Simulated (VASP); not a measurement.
# BaS: single point with r2SCAN

**What was measured.**

From a printed reference work, monograph, original work of 1988, for a bulk crystal of BaS at 2 K: band gap 3.806 eV (indirect).

The system is BaS.

```
Ba S
1.0
     0.00000    3.21490    3.21490
     3.21490    0.00000    3.21490
     3.21490    3.21490    0.00000
Ba S
1 1
Direct
  0.00000 0.00000 0.00000
  0.50000 0.50000 0.50000
```

```
Program                : VASP 6.6.1
Task                   : single point
Functional             : r2SCAN
Potentials or basis    : VASP PAW PBE potentials, release 64 (Ba_sv, S)
Cutoff                 : 520 eV
k mesh                 : 7 × 7 × 7
Occupations            : fermi-dirac, width 0.05 eV
Spin                   : no spin polarisation
Dipole correction      : no
Further INCAR settings : ALGO = Normal; EDIFF = 1e-06; NBANDS = 15
```

```yaml
Pressure: 0.5 GPa
Band_gap_on_the_k_mesh: 2.56 eV, indirect (least direct gap 2.71 eV)
```

Levels at points of the mesh, in eV from the valence-band top:
| k point | band 5 | band 6 | band 7 | band 8 | band 9 | band 10 | band 11 | band 12 |
| --- | --- | --- | --- | --- | --- | --- | --- | --- |
| (0.00, 0.00, 0.00) | -10.77 | 0.00 | 0.00 | 0.00 | 4.12 | 4.30 | 4.30 | 4.30 |

Run time: 5 min on 1 thread of AMD EPYC 7R13, on a shared host, peak memory 0.19 GiB.

Measured gap of BaS: 3.806 eV (indirect; 2 K; a printed reference work, monograph, original work of 1988). This calculation gives 2.56 eV (-1.25 eV). Spin-orbit coupling on Ba is left out. The value is that of r2SCAN on a finite k mesh, which can miss the band edges, without temperature or zero-point motion.

Caveat: the PAW data sets were made with another functional, which shifts forces and pressure a little; spin-orbit coupling is left out, which moves the levels of the heavy elements.
